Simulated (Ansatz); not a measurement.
Profile along the Ru–O line in RuO2 (rutile)

RuO₂ (rutile)

```cif
data_O4Ru2
_chemical_formula_sum 'Ru2 O4'
_space_group_name_H-M_alt 'P 1'
_space_group_IT_number 1
_cell_length_a 4.47993
_cell_length_b 4.47993
_cell_length_c 3.10691
_cell_angle_alpha 90.000
_cell_angle_beta 90.000
_cell_angle_gamma 90.000
loop_
_space_group_symop_operation_xyz
  'x, y, z'
loop_
_atom_site_label
_atom_site_type_symbol
_atom_site_fract_x
_atom_site_fract_y
_atom_site_fract_z
_atom_site_occupancy
Ru1 Ru 0.50000 0.50000 0.50000 1
Ru2 Ru 0.00000 0.00000 0.00000 1
O1 O 0.80532 0.80532 0.50000 1
O2 O 0.30532 0.69468 0.00000 1
O3 O 0.69468 0.30532 0.00000 1
O4 O 0.19468 0.19468 0.50000 1
```

Fields along a shortest Ru–O line of a (-1 1 0) plane (1.93 Å), from Ru to O, interpolated on the slice's grid (step about 0.3 Å). Level of theory: r2SCAN (plane waves to 500 eV, PAW, scalar-relativistic; Ansatz, a program for electronic structure). k mesh 11×11×15. These are valence fields of a PAW run, semicore shells included where kept as valence: close to a nucleus they are smooth pseudo fields. RuO2 is run without spin polarisation and with no Hubbard U. RuO2 was relaxed with its symmetry unable to fall.

```json
[
 {"distance from Ru (Å)": "0.00", "valence electron density (e/Å³)": "9.92", "electron localisation function": "x"},
 {"distance from Ru (Å)": "0.19", "valence electron density (e/Å³)": "9.49", "electron localisation function": "x"},
 {"distance from Ru (Å)": "0.39", "valence electron density (e/Å³)": "7.60", "electron localisation function": "x"},
 {"distance from Ru (Å)": "0.58", "valence electron density (e/Å³)": "4.43", "electron localisation function": "0.58"},
 {"distance from Ru (Å)": "0.77", "valence electron density (e/Å³)": "1.78", "electron localisation function": "0.29"},
 {"distance from Ru (Å)": "0.96", "valence electron density (e/Å³)": "0.99", "electron localisation function": "0.25"},
 {"distance from Ru (Å)": "1.16", "valence electron density (e/Å³)": "1.19", "electron localisation function": "0.58"},
 {"distance from Ru (Å)": "1.35", "valence electron density (e/Å³)": "2.38", "electron localisation function": "0.81"},
 {"distance from Ru (Å)": "1.54", "valence electron density (e/Å³)": "4.70", "electron localisation function": "x"},
 {"distance from Ru (Å)": "1.74", "valence electron density (e/Å³)": "6.93", "electron localisation function": "x"},
 {"distance from Ru (Å)": "1.93", "valence electron density (e/Å³)": "7.59", "electron localisation function": "x"}
]
```

x: too close to a nucleus for the ELF to mean much.

Density on the Ru–O line (1.93 Å) at its density minimum, 1.0 Å from Ru: 0.97 e/Å³. ELF at that point: 0.3.
